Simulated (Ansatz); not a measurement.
**SiGe on a mismatched substrate**

These are results of DFT r2SCAN, scalar-relativistic, plane waves, PAW (Ansatz 0.2.0), not measurements. (500 eV cutoff, 12×12×4 k-mesh, Gaussian smearing of 0.02 eV, no spin polarisation)

Starting point, cell and atoms relaxed:

```xyz
4
Lattice="3.9044 0.0000 0.0000 -1.9522 3.3813 0.0000 0.0000 0.0000 6.4537" Properties=species:S:1:pos:R:3 pbc="T T T"
Si    1.9522    1.1271    5.6435
Si    0.0000    2.2542    2.4167
Ge    1.9522    1.1271    3.2303
Ge    0.0000    2.2542    0.0034
```

The a-b plane is strained alike in both directions, as on a substrate, while c and the atoms relax within the symmetry that the strain leaves. Stress is positive in compression; energies are free energies at the smearing used, per atom.

```
strain (%) c (Å)  σ in plane (GPa)  ΔE (meV/atom)
      -3.0  6.5106              7.30          27.61
      -2.0  6.4898              4.69          12.01
      -1.0  6.4709              2.25           2.93
      +0.0  6.4537             -0.01           0.00
      +1.0  6.4382             -2.10           2.85
      +2.0  6.4237             -4.00          11.09
      +3.0  6.4109             -5.74          24.33
```

Problem. Get the biaxial modulus twice, from the stresses and from the energies of the innermost pair.

Solution. From stress: M = −Δσ/Δε = (2.25 − (-2.10)) / 0.020 = 217 GPa. Two in-plane directions each store σε/2, so the energy density is Mε²: M = (mean ΔE)/(V ε²) = 2.89 meV / (21.300 Å³ × 0.010²) × 0.16022 GPa Å³/meV = 217 GPa. The two agree.

Problem. How well does Mε², with M from the stresses, predict the outermost points?

Solution. 26.0 meV predicted against 27.6 computed at -3.0 %; 26.0 meV predicted against 24.3 computed at +3.0 %. Compression costs more than stretching, the usual sign of bonds that stiffen as they shorten.

Problem. How does c respond, and up to what thickness can a film with 1 % or 2 % misfit stay coherent on a thick substrate?

Solution. c answers with ε_c = −0.25 ε. In an isotropic solid that ratio is 2ν/(1 − ν), so ν = r/(2 + r) = 0.11. A film of thickness h stores Mε²h per area, 21.7 mJ/m² per nm at 1 %. The Matthews–Blakeslee balance for pure edge misfit dislocations, h = b/(8πf(1 + ν)) × (ln(h/b) + 1), with b taken as the in-plane vector a = 3.90 Å, solved by iteration, gives 4.9 nm at f = 1 % and 1.7 nm at 2 %. This is an isotropic estimate in which the moduli cancel; the real Burgers vector, glide system, anisotropy and slow kinetics can shift it by a factor of a few, mostly upward.